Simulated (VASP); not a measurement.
# TiO2 (C2/c) in VASP: a series of runs, part 2 of 2

VASP 6.6.1.

## Step 3: Dielectric tensor, LDA

Contents of INCAR:

```
SYSTEM = TiO2
PREC     = Accurate       ! precision mode
ENCUT    = 520            ! plane-wave cutoff, eV
EDIFF    = 1E-8           ! SCF threshold, eV
ISMEAR   = 0              ! smearing method
SIGMA    = 0.02           ! smearing width, eV
LREAL    = .FALSE.        ! projectors in reciprocal space
LASPH    = .TRUE.         ! aspherical terms in the spheres
NELM     = 60             ! most SCF steps
ALGO     = Normal         ! electronic algorithm
ISIF     = 2              ! what is computed and relaxed
LWAVE    = .FALSE.        ! write WAVECAR
LCHARG   = .FALSE.        ! write CHGCAR
LEPSILON = .TRUE.         ! dielectric tensor by DFPT
KPAR     = 4
```

Contents of KPOINTS:

```
regular mesh
0
G
  8 8 6
  0 0 0
```

Contents of POSCAR:

```
TiO2
1.0
    2.7060340000     -2.7066550000      0.0000000000
    2.7060340000      2.7066550000      0.0000000000
   -2.6335310000      0.0000000000      4.7966370000
Ti O
2 4
Direct
    0.8658900000      0.1341100000      0.7500000000
    0.1341100000      0.8658900000      0.2500000000
    0.0887550000      0.3312210000      0.1671490000
    0.9112450000      0.6687790000      0.8328510000
    0.6687790000      0.9112450000      0.3328510000
    0.3312210000      0.0887550000      0.6671490000
```

Potentials or basis: VASP PAW LDA potentials, release 64 (Ti_sv, O).

Run with:

```bash
cat potpaw_LDA.64/Ti_sv/POTCAR potpaw_LDA.64/O/POTCAR > POTCAR
mpirun -np 4 vasp_std > vasp.out
```

OUTCAR:

```text
SYSTEM = TiO2
   PREC = Accurate
   ENCUT = 520
   EDIFF = 1E-8
   ISMEAR = 0
   LREAL = .FALSE.
   LASPH = .TRUE.
   NELM = 60
   ISIF = 2
   LEPSILON = .TRUE.

 ion  position               nearest neighbor table
   1  0.866  0.134  0.750-   4 1.93   6 1.93   6 1.98   4 1.98   3 2.00   5 2.00
   2  0.134  0.866  0.250-   5 1.93   3 1.93   5 1.98   3 1.98   6 2.00   4 2.00
   3  0.089  0.331  0.167-   2 1.93   2 1.98   1 2.00
   4  0.911  0.669  0.833-   1 1.93   1 1.98   2 2.00
   5  0.669  0.911  0.333-   2 1.93   2 1.98   1 2.00
   6  0.331  0.089  0.667-   1 1.93   1 1.98   2 2.00

  LATTYP: Found a base centered monoclinic cell.
 ALAT       =     5.4120680000
 B/A-ratio  =     1.0002294871
 C/A-ratio  =     1.0110809974
 COS(beta)  =    -0.4812705001

  Lattice vectors:

 A1 = (   2.7060340000,  -2.7066550000,   0.0000000000)
 A2 = (   2.7060340000,   2.7066550000,   0.0000000000)
 A3 = (  -2.6335310000,   0.0000000000,   4.7966370000)

Analysis of symmetry for initial positions (statically):
=====================================================================
 Subroutine PRICEL returns:
 Original cell was already a primitive cell.

 Routine SETGRP: Setting up the symmetry group for a
 base centered monoclinic supercell.

 Subroutine GETGRP returns: Found  4 space group operations
 (whereof  2 operations were pure point group operations)
 out of a pool of  4 trial point group operations.

The static configuration has the point symmetry S_2 .
 The point group associated with its full space group is C_2h.

Analysis of symmetry for dynamics (positions and initial velocities):
=====================================================================
 Subroutine PRICEL returns:
 Original cell was already a primitive cell.

 Routine SETGRP: Setting up the symmetry group for a
 base centered monoclinic supercell.

 Subroutine GETGRP returns: Found  4 space group operations
[... 951 lines left out ...]
  ---------------------------------------------------
  free energy    TOTEN  =        -1.22350984 eV

  energy without entropy =       -1.22350984

------------------------ aborting loop because EDIFF is reached ----------------------------------------

--------------------------------------- Ionic step        2  -------------------------------------------

------------------------ aborting loop because EDIFF is reached ----------------------------------------

--------------------------------------- Ionic step        3  -------------------------------------------

 Free energy of the ion-electron system (eV)
  ---------------------------------------------------
  ---------------------------------------------------
  free energy    TOTEN  =        -1.11166940 eV

  energy without entropy =       -1.11166940

------------------------ aborting loop because EDIFF is reached ----------------------------------------

 PIEZOELECTRIC TENSOR FIELD DIRECTION 3  (e Angst)
 -----------------------------------------------------------------------------
    -0.00220  0.00000  0.00369           (  0.00002  0.00000  0.00004)
     0.00000  0.00422  0.00000           (  0.00000 -0.00001  0.00000)
     0.00370  0.00000 -0.00174           (  0.00004  0.00000 -0.00005)

 PIEZOELECTRIC TENSOR FIELD DIRECTION 3  (C/m^2)
 -----------------------------------------------------------------------------
    -0.00050  0.00000  0.00084
     0.00000  0.00096  0.00000
     0.00084  0.00000 -0.00040

 MACROSCOPIC STATIC DIELECTRIC TENSOR (including local field effects in DFT)
 ------------------------------------------------------
           7.087837     0.000000     0.353297
           0.000000     7.047869     0.000000
           0.353314     0.000000     6.509998
 ------------------------------------------------------

 PIEZOELECTRIC TENSOR (including local field effects)  for field in x, y, z        (e  Angst)
          XX          YY          ZZ          XY          YZ          ZX
  --------------------------------------------------------------------------------
  x     0.00000     0.00000     0.00000     0.00000     0.00000     0.00000
  y     0.00000     0.00000     0.00000     0.00000     0.00000     0.00000
  z     0.00000     0.00000     0.00000     0.00000     0.00000     0.00000

 PIEZOELECTRIC TENSOR (including local field effects)  for field in x, y, z        (C/m^2)
          XX          YY          ZZ          XY          YZ          ZX
  --------------------------------------------------------------------------------
  x     0.00000     0.00000     0.00000     0.00000     0.00000     0.00000
  y     0.00000     0.00000     0.00000     0.00000     0.00000     0.00000
  z     0.00000     0.00000     0.00000     0.00000     0.00000     0.00000

 BORN EFFECTIVE CHARGES (including local field effects) (in |e|, cummulative output)
 ---------------------------------------------------------------------------------
 ion    1
    1     6.59444     0.00000     0.38666
    2     0.00000     6.54674     0.00000
    3     0.37748     0.00000     5.77751
 ion    2
    1     6.59444     0.00000     0.38666
    2     0.00000     6.54674     0.00000
    3     0.37748     0.00000     5.77751
 ion    3
    1    -3.29722    -2.15863    -0.19333
    2    -2.15000    -3.27337    -0.04499
    3    -0.18874    -0.05589    -2.88875
 ion    4
    1    -3.29722    -2.15863    -0.19333
    2    -2.15000    -3.27337    -0.04499
    3    -0.18874    -0.05589    -2.88875
 ion    5
    1    -3.29722     2.15863    -0.19333
    2     2.15000    -3.27337     0.04499
    3    -0.18874     0.05589    -2.88875
 ion    6
    1    -3.29722     2.15863    -0.19333
    2     2.15000    -3.27337     0.04499
    3    -0.18874     0.05589    -2.88875
```

OSZICAR:

```text
N       E                     dE             d eps       ncg     rms          rms(c)
DAV:   1     0.672588923992E+03    0.67259E+03   -0.25347E+04  6384   0.198E+03
[... 12 lines left out ...]
RMM:  16    -0.111166834393E+01    0.31843E-07   -0.14707E-06 15269   0.261E-03    0.180E-04
RMM:  17    -0.111166936808E+01   -0.10242E-05   -0.13337E-06 16140   0.210E-03    0.692E-05
RMM:  18    -0.111166852887E+01    0.83921E-06    0.62640E-06 16024   0.186E-03    0.721E-05
RMM:  19    -0.111166931358E+01   -0.78470E-06    0.25261E-06 14749   0.174E-03    0.274E-05
RMM:  20    -0.111166920425E+01    0.10932E-06    0.52133E-06 14209   0.168E-03    0.377E-05
RMM:  21    -0.111166926300E+01   -0.58746E-07    0.33535E-06 12128   0.165E-03    0.105E-05
RMM:  22    -0.111166930358E+01   -0.40576E-07    0.36168E-06 12441   0.164E-03    0.201E-05
RMM:  23    -0.111166939580E+01   -0.92221E-07    0.16776E-06 11109   0.163E-03    0.637E-06
```

It took 8.6 min on 4 MPI ranks of Intel Xeon 6975P-C (Granite Rapids), shared host; peak memory 0.66 GiB.

What came out:

```
Band gap on the k mesh                  : 1.95 eV, indirect (least direct gap 2.30 eV)
Electronic dielectric tensor (diagonal) : 7.09, 7.05, 6.51
Born charges (mean of the diagonal)     : Ti +6.31; O -3.15 e
```

Electronic dielectric tensor:
```
7.09 0.00 0.35
0.00 7.05 0.00
0.35 0.00 6.51
```

Born effective charge tensors (e):
atom 1, Ti
```
6.59 0.00 0.39
0.00 6.55 0.00
0.38 0.00 5.78
```
atom 2, Ti
```
6.59 0.00 0.39
0.00 6.55 0.00
0.38 0.00 5.78
```
atom 3, O
```
-3.30 -2.16 -0.19
-2.15 -3.27 -0.04
-0.19 -0.06 -2.89
```
atom 4, O
```
-3.30 -2.16 -0.19
-2.15 -3.27 -0.04
-0.19 -0.06 -2.89
```
atom 5, O
```
-3.30  2.16 -0.19
 2.15 -3.27  0.04
-0.19  0.06 -2.89
```
atom 6, O
```
-3.30  2.16 -0.19
 2.15 -3.27  0.04
-0.19  0.06 -2.89
```

## Step 4: EvGW0 quasiparticle levels, LDA

POSCAR is that of step 3.

Contents of INCAR.step1:

```
PREC = Accurate
ENCUT = 500
EDIFF = 1E-8
ISMEAR = 0
SIGMA = 0.01
LREAL = False
LASPH = True
NELM = 80
ALGO = Normal
LWAVE = True
LCHARG = False
GGA = CA
KPAR = 4
```

Contents of INCAR.step2:

```
PREC = Accurate
ENCUT = 500
EDIFF = 1E-8
ISMEAR = 0
SIGMA = 0.01
LREAL = False
LASPH = True
NELM = 1
ALGO = Exact
LWAVE = True
LCHARG = False
GGA = CA
NBANDS = 317
LOPTICS = True
ISTART = 1
KPAR = 4
```

Contents of INCAR.step3:

```
PREC = Accurate
ENCUT = 500
EDIFF = 1E-8
ISMEAR = 0
SIGMA = 0.01
LREAL = False
LASPH = True
ALGO = EVGW0
LWAVE = False
LCHARG = False
GGA = CA
NELMGW = 4
NBANDS = 317
ENCUTGW = 150
NOMEGA = 50
PRECFOCK = Fast
ISTART = 1
NBANDSGW = 32
KPAR = 4
```

Contents of KPOINTS:

```
regular mesh
0
Gamma
  4 4 2
```

Potentials or basis: VASP PAW LDA potentials, release 64 (Ti_sv_GW, O_GW).

Run with:

```bash
cat potpaw_LDA.64/Ti_sv_GW/POTCAR potpaw_LDA.64/O_GW/POTCAR > POTCAR
cp INCAR.step1 INCAR
mpirun -np 4 vasp_std > vasp.out
cp INCAR.step2 INCAR
mpirun -np 4 vasp_std > vasp.out
cp INCAR.step3 INCAR
mpirun -np 4 vasp_std > vasp.out
```

OUTCAR:

```text
PREC = Accurate
   ENCUT = 500
   EDIFF = 1E-8
   ISMEAR = 0
   LREAL = False
   LASPH = True
   GGA = CA
   NELMGW = 4
   ENCUTGW = 150
   PRECFOCK = Fast
   ISTART = 1

 ion  position               nearest neighbor table
   1  0.866  0.134  0.750-   4 1.93   6 1.93   6 1.98   4 1.98   3 2.00   5 2.00
   2  0.134  0.866  0.250-   5 1.93   3 1.93   5 1.98   3 1.98   6 2.00   4 2.00
   3  0.089  0.331  0.167-   2 1.93   2 1.98   1 2.00
   4  0.911  0.669  0.833-   1 1.93   1 1.98   2 2.00
   5  0.669  0.911  0.333-   2 1.93   2 1.98   1 2.00
   6  0.331  0.089  0.667-   1 1.93   1 1.98   2 2.00

  LATTYP: Found a base centered monoclinic cell.
 ALAT       =     5.4120680000
 B/A-ratio  =     1.0002294871
 C/A-ratio  =     1.0110809974
 COS(beta)  =    -0.4812705001

  Lattice vectors:

 A1 = (   2.7060340000,  -2.7066550000,   0.0000000000)
 A2 = (   2.7060340000,   2.7066550000,   0.0000000000)
 A3 = (  -2.6335310000,   0.0000000000,   4.7966370000)

Analysis of symmetry for initial positions (statically):
=====================================================================
 Subroutine PRICEL returns:
 Original cell was already a primitive cell.

 Routine SETGRP: Setting up the symmetry group for a
 base centered monoclinic supercell.

 Subroutine GETGRP returns: Found  4 space group operations
 (whereof  2 operations were pure point group operations)
 out of a pool of  4 trial point group operations.

The static configuration has the point symmetry S_2 .
 The point group associated with its full space group is C_2h.

Analysis of symmetry for dynamics (positions and initial velocities):
=====================================================================
 Subroutine PRICEL returns:
 Original cell was already a primitive cell.

 Routine SETGRP: Setting up the symmetry group for a
 base centered monoclinic supercell.

 Subroutine GETGRP returns: Found  4 space group operations
 (whereof  2 operations were pure point group operations)
 out of a pool of  4 trial point group operations.

The dynamic configuration has the point symmetry S_2 .
 The point group associated with its full space group is C_2h.

 Subroutine INISYM returns: Found  4 space group operations
 (whereof  2 operations are pure point group operations),
 and found     1 'primitive' translations

----------------------------------------------------------------------------------------

                                     Primitive cell

  volume of cell :      70.2640

  direct lattice vectors                    reciprocal lattice vectors
     2.706034000 -2.706655000  0.000000000     0.184772253 -0.184729860  0.101446796
     2.706034000  2.706655000  0.000000000     0.184772253  0.184729860  0.101446796
    -2.633531000  0.000000000  4.796637000     0.000000000  0.000000000  0.208479399

  length of vectors
     3.827349122  3.827349122  5.472039111     0.280280858  0.280280858  0.208479399

  position of ions in fractional coordinates (direct lattice)
     0.865890000  0.134110000  0.750000000
     0.134110000  0.865890000  0.250000000
     0.088755000  0.331221000  0.167149000
     0.911245000  0.668779000  0.832851000
     0.668779000  0.911245000  0.332851000
     0.331221000  0.088755000  0.667149000

  ion indices of the primitive-cell ions
   primitive index   ion index
                 1           1
                 2           2
                 3           3
                 4           4
                 5           5
                 6           6

----------------------------------------------------------------------------------------

 KPOINTS: regular mesh

Automatic generation of k-mesh.
 Grid dimensions read from file:
 generate k-points for:    4    4    2

 Generating k-lattice:

  Cartesian coordinates                     Fractional coordinates (reciprocal lattice)
     0.046193063 -0.046182465  0.025361699     0.250000000  0.000000000  0.000000000
     0.046193063  0.046182465  0.025361699     0.000000000  0.250000000  0.000000000
     0.000000000  0.000000000  0.104239700     0.000000000  0.000000000  0.500000000

  Length of vectors
     0.070070215  0.070070215  0.104239700

  Shift w.r.t. Gamma in fractional coordinates (k-lattice)
     0.000000000  0.000000000  0.000000000

 Subroutine IBZKPT returns following result:
 ===========================================

 Found     14 irreducible k-points:

 Following reciprocal coordinates:
            Coordinates               Weight
  0.000000  0.000000  0.000000      1.000000
  0.250000  0.000000  0.000000      4.000000
  0.500000  0.000000  0.000000      2.000000
  0.250000  0.250000  0.000000      2.000000
  0.500000  0.250000  0.000000      4.000000
 -0.250000  0.250000  0.000000      2.000000
  0.500000  0.500000  0.000000      1.000000
  0.000000  0.000000  0.500000      1.000000
  0.250000  0.000000  0.500000      4.000000
  0.500000  0.000000  0.500000      2.000000
  0.250000  0.250000  0.500000      2.000000
  0.500000  0.250000  0.500000      4.000000
 -0.250000  0.250000  0.500000      2.000000
  0.500000  0.500000  0.500000      1.000000
   k-points           NKPTS =     14   k-points in BZ     NKDIM =     32   number of bands    NBANDS=    317
   number of dos      NEDOS =    301   number of ions     NIONS =      6
   total plane-waves  NPLWV =  31360
   dimension x,y,z NGX =    28 NGY =   28 NGZ =   40
   dimension x,y,z NGXF=    56 NGYF=   56 NGZF=   80
   ions per type =               2   4
   NGX,Y,Z   is equivalent  to a cutoff of  12.16, 12.16, 12.15 a.u.
   NGXF,Y,Z  is equivalent  to a cutoff of  24.32, 24.32, 24.30 a.u.
 SYSTEM =  unknown system
   PREC   = accura    normal or accurate (medium, high low for compatibility)
   ISTART =      1    job   : 0-new  1-cont  2-samecut
   ICHARG =      0    charge: 1-file 2-atom 10-const
   ISPIN  =      1    spin polarized calculation?
   LNONCOLLINEAR =      F non collinear calculations
   LSORBIT =      F    spin-orbit coupling
   LASPH  =      T    aspherical Exc in radial PAW
   ENCUT  =  500.0 eV  36.75 Ry    6.06 a.u.   6.98  6.98  9.98*2*pi/ulx,y,z
   NELM   =     60;   NELMIN=  2; NELMDL=  0     # of ELM steps
   EDIFF  = 0.1E-07   stopping-criterion for ELM
   LREAL  =      F    real-space projection
   EDIFFG = 0.1E-06   stopping-criterion for IOM
   NSW    =      0    number of steps for IOM
   IBRION =     -1    ionic relax: 0-MD 1-quasi-New 2-CG
   NFREE  =      0    steps in history (QN), initial steepest desc. (CG)
   ISIF   =      0    stress and relaxation
   ISYM   =      3    0-nonsym 1-usesym 2-fastsym
   POTIM  = 0.5000    time-step for ionic-motion
   TEBEG  =    0.0;   TEEND  =   0.0 temperature during run
   PSTRESS=    0.0 pullay stress
   NELECT =      48.0000    total number of electrons
   NUPDOWN=      -1.0000    fix difference up-down
   EMIN   =  10.00;   EMAX   =-10.00  energy-range for DOS
   EFERMI =   0.00;   METHOD = LEGACY
   ISMEAR =     0;   SIGMA  =   0.01  broadening in eV -4-tet -1-fermi 0-gaus
   EFERMI_NEDOS =   21; number of points for ismear=-14 and -15
   IALGO  =     38    algorithm
   IMIX   =      4    mixing-type and parameters
     AMIX     =   0.40;   BMIX     =  1.00
     AMIX_MAG =   1.60;   BMIX_MAG =  1.00
  volume/ion in A,a.u.               =      11.71        79.03
  Fermi-wavevector in a.u.,A,eV,Ry     =   1.441820  2.724644 28.284385  2.078844
  Thomas-Fermi vector in A             =   2.560409
   LORBIT       =      0    0 simple, 1 ext, 2 COOP (PROOUT), +10 PAW based schemes
   GGA     = CA    functional components
   LHFCALC =     T    Hartree Fock is set to
   PRECFOCK=fast      Normal, Fast or Accurate (Low or Medium for compatibility)
   ENCUT4O =  -1.0   cutoff for four orbital integrals eV
   NKREDX  =     1    reduce k-point grid by
   NKREDY  =     1    reduce k-point grid by
   NKREDZ  =     1    reduce k-point grid by
   AEXX    =    1.0000 exact exchange contribution
   HFSCREEN=    0.0000 screening length (either q_TF or 0.3 A-1)
   HFSCREENC=   0.0000 screening length for correlation (either q_TF or 0.3 A-1)
   ENCUTFOCK=  -1.0 apply spherical cutoff to Coloumb kernel
   IVDW    =     0    specifies the selected vdW correction
   LEPSILON=     F    determine dielectric tensor
   LRPA    =     F    only Hartree local field effects (RPA)
   LRPAFORCE           =     F    calculate RPA forces
   ENCUTGW             = 150.0    cutoff for response function in eV
   ENCUTGWSOFT         = 120.0    soft cutoff for Coulomb kernel in GW response function in eV
   ENCUTLF             =  -1.0    cutoff for local field effects
   NELMGW              =     4    number of iterations in solving QP/BSE equation
   NELMHF              =     1    number of iterations in the inner HF iteration
   NKREDLFX            =     1    NKREDLFY  =   1   NKREDLFZ  =   1
 non-spin polarized calculation
 Gauss-broadening in eV      SIGMA  =   0.01
  energy-cutoff  :      500.00
  volume of cell :       70.26
 maximum number of plane-waves:      1798
  NGX = 16; NGY = 16; NGZ = 24
   NGX = 13   NGY = 13   NGZ = 19
 maximum number of plane-waves:       309

 QP shifts <psi_nk| G(iteration)W_0 |psi_nk>: iteration 1
 for sc-GW calculations column KS-energies equals QP-energies in previous step
 and V_xc(KS)=  KS-energies - (<T + V_ion + V_H > + <T+V_H+V_ion>^1  + <V_x>^1)

 k-point   1 :       0.0000    0.0000    0.0000
  band No.  KS-energies  QP-energies   sigma(KS)   V_xc(KS)     V^pw_x(r,r')   Z            occupation Imag(sigma)

      1     -52.9956     -54.2584     -26.5696     -24.3962     -41.5240       0.5810       2.0000       1.8233
      2     -52.9386     -54.2187     -26.5953     -24.4442     -41.5480       0.5951       2.0000       1.8212
      3     -29.8369     -30.7016     -25.1205     -23.7603     -34.4362       0.6357       2.0000       1.1973
      4     -29.6111     -30.4899     -25.3399     -23.9767     -34.5053       0.6446       2.0000       1.1188
      5     -29.6111     -30.4899     -25.3399     -23.9767     -34.5053       0.6446       2.0000       1.1188
      6     -29.5461     -30.4205     -25.3923     -24.0363     -34.5336       0.6448       2.0000       1.0865
[... 1801 lines left out ...]
      2     -54.8632     -54.9247     -26.4444     -28.5246     -41.5413       0.5807       2.0000       1.8683
      3     -31.0284     -31.0607     -25.1370      -5.9418     -34.4666       0.6427       2.0000       1.2294
      4     -30.9269     -30.9592     -25.1852      -5.7922     -34.4717       0.6407       2.0000       1.1786
      5     -30.8927     -30.9249     -25.2741      -5.6687     -34.5038       0.6435       2.0000       1.1674
      6     -30.8193     -30.8509     -25.3040      -5.5641     -34.5006       0.6477       2.0000       1.1216
[... 17 lines left out ...]
     24       1.7992       1.7966     -20.2000      21.9955     -24.5709       0.7164       2.0000       0.3908
     25       7.3468       7.3693     -17.6839      25.0622     -11.2423       0.7148       0.0000      -0.4130
     26       7.8939       7.9139     -18.4307      26.3528     -12.0188       0.7085       0.0000
```

Wall time 29 min (4 MPI ranks of Intel Xeon Platinum 8488C (Sapphire Rapids), shared host); peak memory 1.2 GiB.

Results:

* Band gap on the k mesh, mean-field level: 1.96 eV, indirect (least direct gap 2.40 eV)
* Quasiparticle gap: 4.21 eV
* Least direct quasiparticle gap: 4.70 eV

Quasiparticle gap after each update of the energies (eV): 3.71, 4.09, 4.18, 4.21

Caveat: the k mesh is coarse (spacing up to 0.65 Å⁻¹), so the values aren't converged; bands, screening cutoff and mesh are small and nothing is extrapolated, so the quasiparticle values aren't converged.
